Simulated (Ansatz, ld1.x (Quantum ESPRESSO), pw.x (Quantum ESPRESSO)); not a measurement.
**zirconium (Zr): one change to the RRKJ potential, in the atom and in the fcc crystal**

- Element: zirconium
- Generator: ld1.x (Quantum ESPRESSO) 7.5
- Type: norm-conserving RRKJ (Kleinman–Bylander form)
- Functional: PBE
- Relativity: scalar-relativistic
- Frozen core: [Kr]
- Valence charge: 4
- Reference configuration: 4d2 5s2 5p0
- Partial waves: 5p (bound, empty): rc 3.75 bohr; 4d (bound): rc 1.80 bohr; 5s (bound): rc 3.25 bohr
- Local potential: the s channel
- Core correction: none
- rho0: 0.01

Change: wave 5s (bound): rc 3.25 bohr becomes 5s (bound): rc 2.98 bohr.

Cutoffs, loose and tight: the cutoffs (Ry, on a coarse ladder) from which the occupation-weighted sum of valence levels, in a spherical-Bessel basis at the reference potential, stays within 10 and 1 mRy of its value at 400 Ry. They do not see the model core or the augmentation charge, which bear on the density cutoff. Test errors are all-electron minus pseudo excitation energies from the reference, over the configurations 4d2 5s1 5p0; 4d2 5s0 5p0; 4d1 5s0 5p0; 4d2 5s1 5p1; 4d1 5s2 5p0; 4d2 5s0 5p1; 4d3 5s1 5p0; variants that change the core or the reference have their own tests.

Crystal test: fcc Zr in pw.x 7.5, no spin, 13³ k-points, Fermi–Dirac smearing 0.01 Ry, cutoffs set for each file from its atomic test. The reference is all-electron LAPW (Ansatz 0.2.0) with the same functional, mesh and smearing; V0 and B0 come from Birch–Murnaghan fits to the pressures at five volumes. Errors are pseudo minus all-electron; Δ is the rms difference of the E(V) curves that follow from these fits, minima aligned, over ±6 % about the mean V0. Mesh and smearing are coarse, so the numbers serve the comparison and aren't converged zero-temperature values; the lattice is a test structure that the element need not adopt.

All-electron: a0 = 4.534 Å (V0 = 23.31 Å³/atom), B0 = 89.0 GPa.

Q: Does the change bring the crystal closer to the all-electron result?

A: The mean pressure error goes from +5.90 to +6.17 GPa, a small move against the size of the error. Neither pressure curve crosses zero within the volumes sampled, so no fits are given.

```json
{"quantity": "outcome (atom)", "base": "generated", "changed": "generated"}
{"quantity": "cutoff, loose (atom)", "base": "30 Ry", "changed": "30 Ry"}
{"quantity": "cutoff, tight (atom)", "base": "35 Ry", "changed": "35 Ry"}
{"quantity": "bound ghosts (atom)", "base": "none", "changed": "none"}
{"quantity": "largest test error (meV) (atom)", "base": "+309", "changed": "+317"}
{"quantity": "cutoffs in pw.x (Ry)", "base": "45/180", "changed": "45/180"}
{"quantity": "mean pressure error (GPa)", "base": "+5.90", "changed": "+6.17"}
```

Base: The largest radius (3.75 bohr) exceeds half the bond length (3.03 bohr), so the spheres overlap, which is one possible source of error among others. This is a poor potential for the solid. Changed file: The largest radius (3.75 bohr) exceeds half the bond length (3.03 bohr), so the spheres overlap, which is one possible source of error among others. This is a poor potential for the solid. The atomic cutoffs weigh occupied waves only.
